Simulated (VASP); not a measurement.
# BN in VASP: one cell, several levels of theory

What does VASP give for BN (database structure), under -5.3 % equal strain in all directions, the cell held fixed? Runs: PBE, r2SCAN.

The runs shown are made with VASP 6.6.1. PAW datasets, plane waves. Spin-unpolarised throughout; all numbers are computed.

**1. The cell**

The cell comes from an earlier relaxation with r2SCAN+rVV10 in another program, then strained, with the atoms relaxed again.

It is trigonal, R3m (No. 160); conventional cell a = 2.367 Å, c = 9.242 Å, 7.48 Å³ an atom. Near B stand 3 N at 1.37 Å; near N stand 3 B at 1.37 Å.

The structure in full:

```cif
data_structure
_symmetry_space_group_name_H-M 'P 1'
_symmetry_Int_Tables_number 1
_cell_length_a 2.3675
_cell_length_b 2.3675
_cell_length_c 3.3692
_cell_angle_alpha 90.073
_cell_angle_beta 110.491
_cell_angle_gamma 119.999
_cell_volume 14.95
loop_
_atom_site_label
_atom_site_type_symbol
_atom_site_fract_x
_atom_site_fract_y
_atom_site_fract_z
_atom_site_occupancy
B1 B 0.99121 0.99151 0.99410 1
N1 N 0.65694 0.32438 0.99270 1
```

**2. PBE at this geometry**

Contents of INCAR:

```
ENCUT = 520.000000
SIGMA = 0.020000
EDIFF = 1.00e-07
GGA = PE
PREC = Accurate
IBRION = -1
ISIF = 2
ISMEAR = -1
NBANDS = 11
NELM = 120
NSW = 0
LASPH = .TRUE.
LCHARG = .TRUE.
LELF = .TRUE.
LWAVE = .FALSE.
LREAL = .FALSE.
```

Contents of KPOINTS:

```
KPOINTS created by Atomic Simulation Environment
0
Gamma
12 12 12
0 0 0
```

Contents of KPOINTS_OPT:

```
special points
11
Reciprocal
0.0000000000 0.0000000000 0.0000000000 1
-0.3498629863 -0.3498629863 0.3498361305 1
0.3498630853 -0.6501369147 -0.3498746098 1
0.5000000991 -0.4999999009 -0.5000000989 1
0.5000000991 -0.4999999009 -0.0000000992 1
0.3004652424 -0.6995347576 0.1995194411 1
-0.3004651433 -0.3004651433 0.8004420791 1
0.0000000000 0.0000000000 0.4999999998 1
0.0000000495 -0.4999999505 0.4999807601 1
0.3403722137 -0.6596277863 0.1596155330 1
0.3098960000 0.3880210000 0.0104170000 1
```

Contents of POSCAR:

```
B  N
 1.0000000000000000
     2.3561215006000000    0.0026307079000000   -0.2315042030000000
    -1.1689244400000001    2.0457049564999998    0.2315452333000000
    -0.8758633087000000   -0.8605277782000000    3.1374682307000001
 B   N
   1   1
Cartesian
  1.1815751210095349  2.0360155408550806 -0.0183994803346899
  0.2991889139361912 -0.1889424354480080  3.0376020648360935
```

The run uses the recommended PBE PAW datasets (8 valence electrons a neutral cell).

The run is started by

```bash
$ mpirun -np 1 vasp_std
```

Printed to the terminal (iteration lines stand in OSZICAR):

```text
POSCAR found type information on POSCAR B N
 POSCAR found :  2 types and       2 ions
 -----------------------------------------------------------------------------
|                                                                             |
|           W    W    AA    RRRRR   N    N  II  N    N   GGGG   !!!           |
|           W    W   A  A   R    R  NN   N  II  NN   N  G    G  !!!           |
|           W    W  A    A  R    R  N N  N  II  N N  N  G       !!!           |
|           W WW W  AAAAAA  RRRRR   N  N N  II  N  N N  G  GGG   !            |
|           WW  WW  A    A  R   R   N   NN  II  N   NN  G    G                |
|           W    W  A    A  R    R  N    N  II  N    N   GGGG   !!!           |
|                                                                             |
|     Inconsistent Bravais lattice types found for crystalline and            |
|     reciprocal lattice:                                                     |
|                                                                             |
|        Crystalline: triclinic                                               |
|        Reciprocal : base-centered monoclinic                                |
|                    (instead of triclinic)                                   |
|                                                                             |
|     In most cases this is due to inaccuracies in the specification of       |
|     the crytalline lattice vectors.                                         |
|                                                                             |
|     Suggested SOLUTIONS:                                                    |
|      ) Refine the lattice parameters of your structure,                     |
|                                                                             |
 -----------------------------------------------------------------------------

 LDA part: xc-table for (Slater+PW92), standard interpolation
 POSCAR, INCAR and KPOINTS ok, starting setup
 FFT: planning ... GRIDC
 FFT: planning ... GRID_SOFT
 FFT: planning ... GRID
 WAVECAR not read
 entering main loop
 Start KPOINTS_OPT (optional k-point list driver)
k-point batch [1-11\11]
```

OSZICAR:

```text
N       E                     dE             d eps       ncg     rms          rms(c)
DAV:   1     0.147066375591E+02    0.14707E+02   -0.49365E+03 19446   0.707E+02
DAV:   2    -0.188043022155E+02   -0.33511E+02   -0.32430E+02 22642   0.174E+02
DAV:   3    -0.194710335043E+02   -0.66673E+00   -0.66582E+00 23181   0.222E+01
DAV:   4    -0.194726074875E+02   -0.15740E-02   -0.15740E-02 20734   0.119E+00
DAV:   5    -0.194726127550E+02   -0.52676E-05   -0.52676E-05 23127   0.617E-02    0.915E+00
DAV:   6    -0.173837918934E+02    0.20888E+01   -0.53057E+00 21583   0.137E+01    0.430E+00
DAV:   7    -0.171170957002E+02    0.26670E+00   -0.47336E-01 22606   0.485E+00    0.250E+00
DAV:   8    -0.170739497663E+02    0.43146E-01   -0.12701E-01 22978   0.231E+00    0.359E-01
DAV:   9    -0.170744734584E+02   -0.52369E-03   -0.23050E-03 21037   0.438E-01    0.167E-01
DAV:  10    -0.170747955782E+02   -0.32212E-03   -0.43735E-04 21376   0.153E-01    0.254E-02
DAV:  11    -0.170748157519E+02   -0.20174E-04   -0.36882E-05 22901   0.444E-02    0.211E-02
DAV:  12    -0.170748150776E+02    0.67427E-06   -0.59216E-06 21730   0.169E-02    0.155E-03
DAV:  13    -0.170748151670E+02   -0.89361E-07   -0.22902E-07 22213   0.424E-03
   1 F= -.17074815E+02 E0= -.17074815E+02  d E =-.139199E-13
       N       E                     dE             ncg
DAV:   1     0.947108677875E+04   -0.45570E+04      250
DAV:   2     0.914979719481E+04   -0.32129E+03      289
DAV:   3     0.914243378434E+04   -0.73634E+01      304
DAV:   4     0.914242124818E+04   -0.12536E-01      263
DAV:   5     0.914242122525E+04   -0.22923E-04      284
DAV:   6     0.914242122518E+04   -0.68165E-07      283
```

The lines after F= are the extra pass for the points of KPOINTS_OPT, at fixed density; their E is not a total energy.

From OUTCAR:

```text
k-points           NKPTS =    868   k-points in BZ     NKDIM =    868   number of bands    NBANDS=     11

   NELECT =       8.0000    total number of electrons

   dimension x,y,z NGX =    18 NGY =   18 NGZ =   28
   dimension x,y,z NGXF=    36 NGYF=   36 NGZF=   56

  energy-cutoff  :      520.00
  volume of cell :       14.95
      direct lattice vectors                 reciprocal lattice vectors
     2.356121501  0.002630708 -0.231504203     0.442550697  0.231699054  0.187092696
    -1.168924440  2.045704956  0.231545233     0.012770577  0.480796809  0.135435408
    -0.875863309 -0.860527778  3.137468231     0.031711996 -0.018386451  0.322538189

 k-points in reciprocal lattice and weights: KPOINTS created by Atomic Simulation Env
   0.00000000  0.00000000  0.00000000       0.001
   0.08333333 -0.00000000 -0.00000000       0.001
   0.00000000  0.08333333 -0.08333333       0.001
   0.16666667 -0.00000000 -0.00000000       0.001
   0.00000000  0.16666667 -0.16666667       0.001
   0.25000000 -0.00000000 -0.00000000       0.001
   0.00000000  0.25000000 -0.25000000       0.001
   0.33333333 -0.00000000 -0.00000000       0.001
[... 860 more k-points ...]

 E-fermi :   4.2296

 k-point     1 :       0.0000    0.0000    0.0000
  band No.  band energies     occupation
      1     -15.2404      2.00000
      2      -0.9215      2.00000
      3       2.6343      2.00000
      4       2.6344      2.00000
      5       9.4186      0.00000
      6      16.8249      0.00000
      7      16.8263      0.00000
      8      19.0571      0.00000
      9      21.9057      0.00000
     10      32.7961      0.00000
     11      35.1267      0.00000

 k-point     2 :       0.0833   -0.0000   -0.0000
  band No.  band energies     occupation
      1     -15.0731      2.00000
      2      -0.8429      2.00000
      3       2.0313      2.00000
      4       2.3197      2.00000
      5       9.8542      0.00000
      6      16.7630      0.00000
      7      17.5216      0.00000
      8      18.4592      0.00000
      9      22.3798      0.00000
     10      31.9677      0.00000
     11      33.1950      0.00000

 k-point     3 :       0.0000    0.0833   -0.0833
  band No.  band energies     occupation
      1     -15.0731      2.00000
      2      -0.8429      2.00000
      3       2.0313      2.00000
      4       2.3197      2.00000
      5       9.8543      0.00000
      6      16.7630      0.00000
      7      17.5216      0.00000
      8      18.4592      0.00000
      9      22.3798      0.00000
     10      31.9680      0.00000
     11      33.1951      0.00000

 k-point     4 :       0.1667   -0.0000   -0.0000
  band No.  band energies     occupation
      1     -14.5815      2.00000
      2      -0.5866      2.00000
      3       0.5188      2.00000
      4       1.5596      2.00000
      5      10.9995      0.00000
      6      16.3964      0.00000
      7      17.0638      0.00000
      8      19.4035      0.00000
      9      23.4896      0.00000
     10      28.6988      0.00000
     11      32.8060      0.00000

 k-point     5 :       0.0000    0.1667   -0.1667
  band No.  band energies     occupation
      1     -14.5815      2.00000
      2      -0.5867      2.00000
      3       0.5188      2.00000
      4       1.5596      2.00000
      5      10.9997      0.00000
      6      16.3964      0.00000
      7      17.0639      0.00000
      8      19.4035      0.00000
      9      23.4895      0.00000
     10      28.6989      0.00000
     11      32.8056      0.00000

 k-point     6 :       0.2500   -0.0000   -0.0000
  band No.  band energies     occupation
      1     -13.8000      2.00000
      2      -1.4684      2.00000
      3      -0.0295      2.00000
      4       0.6866      2.00000
      5      12.2322      0.00000
      6      14.7086      0.00000
      7      16.7252      0.00000
      8      22.0538      0.00000
      9      24.6612      0.00000
     10      26.6325      0.00000
     11      32.0379      0.00000

 k-point     7 :       0.0000    0.2500   -0.2500
  band No.  band energies     occupation
      1     -13.8000      2.00000
      2      -1.4684      2.00000
      3      -0.0296      2.00000
      4       0.6866      2.00000
      5      12.2323      0.00000
      6      14.7087      0.00000
      7      16.7253      0.00000
      8      22.0538      0.00000
      9      24.6609      0.00000
     10      26.6328      0.00000
     11      32.0376      0.00000

 k-point     8 :       0.3333   -0.0000   -0.0000
  band No.  band energies     occupation
      1     -12.8098      2.00000
      2      -3.4323      2.00000
      3      -0.0588      2.00000
      4       0.7478      2.00000
      5      11.0109      0.00000
      6      14.9129      0.00000
      7      17.1481      0.00000
      8      24.6879      0.00000
      9      25.0165      0.00000
     10      26.4871      0.00000
     11      31.8543      0.00000

 k-point     9 :       0.0000    0.3333   -0.3333
  band No.  band energies     occupation
      1     -12.8097      2.00000
      2      -3.4323      2.00000
      3      -0.0588      2.00000
      4       0.7476      2.00000
      5      11.0107      0.00000
      6      14.9132      0.00000
      7      17.1484      0.00000
      8      24.6878      0.00000
      9      25.0165      0.00000
     10      26.4873      0.00000
     11      31.8541      0.00000

 k-point    10 :       0.4167   -0.0000   -0.0000
  band No.  band energies     occupation
      1     -11.8149      2.00000
      2      -5.0631      2.00000
      3      -0.5460      2.00000
      4       1.6693      2.00000
      5       8.9684      0.00000
      6      15.3117      0.00000
      7      18.6413      0.00000
      8      24.0361      0.00000
      9      27.1078      0.00000
     10      27.6345      0.00000
     11      32.1646      0.00000

 k-point    11 :       0.0000    0.4167   -0.4167
  band No.  band energies     occupation
      1     -11.8148      2.00000
      2      -5.0630      2.00000
      3      -0.5460      2.00000
      4       1.6691      2.00000
      5       8.9682      0.00000
      6      15.3118      0.00000
      7      18.6418      0.00000
      8      24.0365      0.00000
      9      27.1078      0.00000
     10      27.6345      0.00000
     11      32.1645      0.00000

 k-point    12 :       0.5000   -0.0000   -0.0000
  band No.  band energies     occupation
      1     -11.3276      2.00000
      2      -5.7689      2.00000
      3      -0.7142      2.00000
      4       2.1719      2.00000
      5       8.0405      0.00000
      6      15.3514      0.00000
      7      19.6116      0.00000
      8      23.7196      0.00000
      9      27.2130      0.00000
     10      28.7859      0.00000
     11      32.4551      0.00000

 k-point    13 :       0.0000    0.5000    0.5000
  band No.  band energies     occupation
      1     -11.3276      2.00000
      2      -5.7689      2.00000
      3      -0.7142      2.00000
      4       2.1717      2.00000
      5       8.0403      0.00000
      6      15.3515      0.00000
      7      19.6120      0.00000
      8      23.7204      0.00000
      9      27.2130      0.00000
     10      28.7859      0.00000
     11      32.4551      0.00000

 k-point    14 :       0.0000    0.0833   -0.0000
  band No.  band energies     occupation
      1     -15.0829      2.00000
      2      -0.7597      2.00000
      3       2.0214      2.00000
      4       2.3291      2.00000
      5       9.7178      0.00000
      6      16.7778      0.00000
      7      17.5230      0.00000
      8      18.4526      0.00000
      9      22.3782      0.00000
     10      32.3038      0.00000
     11      33.2911      0.00000

 k-point    15 :       0.0833   -0.0000   -0.0833
  band No.  band energies     occupation
      1     -15.0829      2.00000
      2      -0.7597      2.00000
      3       2.0214      2.00000
      4       2.3291      2.00000
      5       9.7178      0.00000
      6      16.7779      0.00000
      7      17.5230      0.00000
      8      18.4525      0.00000
      9      22.3782      0.00000
     10      32.3035      0.00000
     11      33.2909      0.00000

 k-point    16 :       0.0833    0.0833    0.0000
  band No.  band energies     occupation
      1     -14.7527      2.00000
      2      -0.5988      2.00000
      3       1.0289      2.00000
      4       1.7222      2.00000
      5      10.5289      0.00000
      6      16.7900      0.00000
      7      17.4388      0.00000
      8      18.6366      0.00000
      9      23.1737      0.00000
     10      29.3203      0.00000
     11      32.7462      0.00000

[... the tables of k-points 17 to 868 left out ...]

  Total        8.1209807      8.1688113      0.7359567      0.0417686      0.4257721     -0.7344159
  in kB      870.1267746    875.2516102     78.8544728      4.4753180     45.6195760    -78.6893857
  external PRESSURE =     608.0776192 kB  Pullay stress =       0.0000000 kB

 POSITION                                       TOTAL-FORCE (eV/Angst)
 -----------------------------------------------------------------------------------
      0.30571      1.17549      3.11907         0.000938     -0.000436      0.008952
      0.29919     -0.18894      3.03760        -0.000938      0.000436     -0.008952
 -----------------------------------------------------------------------------------
    total drift:                               -0.000069     -0.000210     -0.000125

  FREE ENERGIE OF THE ION-ELECTRON SYSTEM (eV)
  ---------------------------------------------------
  free  energy   TOTEN  =       -17.0748151670 eV

  energy  without entropy=      -17.0748151670  energy(sigma->0) =      -17.07481517
```

Run time: 1.7 min. Hardware: 1 MPI rank of Intel Xeon Platinum 8488C, shared host; peak memory 0.32 GiB.

The levels at the points of KPOINTS_OPT are read from vasprun.xml.

Band energies at the special points (eV, zero at the top of v, the last band that the electrons fill by count):

```
point    v−1      v     c    c+1
    Γ  -1.13  -1.13  5.65  13.06
    C  -7.34  -0.29  4.92  13.16
  C_2  -7.34  -0.29  4.92  13.16
  Y_2  -4.48  -1.60  4.26  11.59
  M_2  -4.38  -0.71  5.71  11.68
    D  -7.19  -0.71  5.24  13.19
  D_2  -7.19  -0.71  5.24  13.19
```

Gap with PBE: 4.26 eV, valence top at (0.31, 0.39, 0.01), conduction bottom at Y_2. Least direct gap: 5.12 eV. The pressure is 60.81 GPa; the forces vanish within 0.01 eV/Å.

The maps below are laid out on this run's own conventional cell (a, b, c = 2.367, 2.367, 9.242 Å).

Density in a lattice plane of the grid's cell (edges 2.37 and 9.24 Å, at 0.005 of the third edge), which holds B and N.

Values in e/Å³, 12 rows by 6 columns:
```
0.26 0.27 0.28 0.28 0.28 0.28
0.06 0.06 0.05 0.04 0.05 0.06
0.83 0.63 0.33 0.21 0.31 0.60
3.87 3.46 1.29 0.65 1.19 3.28
0.69 0.53 0.29 0.19 0.28 0.51
0.04 0.04 0.05 0.05 0.05 0.04
0.09 0.14 0.31 0.45 0.33 0.15
0.19 0.37 1.20 2.15 1.28 0.40
0.08 0.13 0.28 0.39 0.29 0.14
0.04 0.04 0.05 0.05 0.05 0.04
0.29 0.31 0.32 0.32 0.32 0.31
0.36 1.00 1.23 1.26 1.25 1.06
```
Columns run along the first of these edges and rows up along the second, over one cell in 6 and 12 even steps from the bottom left corner. Atoms in the plane (fractional): B at (0.01, 0.00), N at (0.01, 0.67).

ELF in the same plane.

Ten even steps from '0' (0.01) to '9' (0.93):
```
147675
223433
000000
331013
886258
488388
278388
886268
542024
000000
002420
016871
028982
027982
015751
000110
000000
234443
047775
048785
```
Columns run along the first of these edges and rows up along the second, over one cell in 6 and 20 even steps from the bottom left corner. Atoms in the plane (fractional): B at (0.01, 0.00), N at (0.01, 0.67).

Both are smooth fields of the valence electrons: close to the nuclei they are not physical.

Maxima of ELF outside the ion cores: 0.93 on the N–B line, 0.7 Å from N.

[end of part 1 of 2]
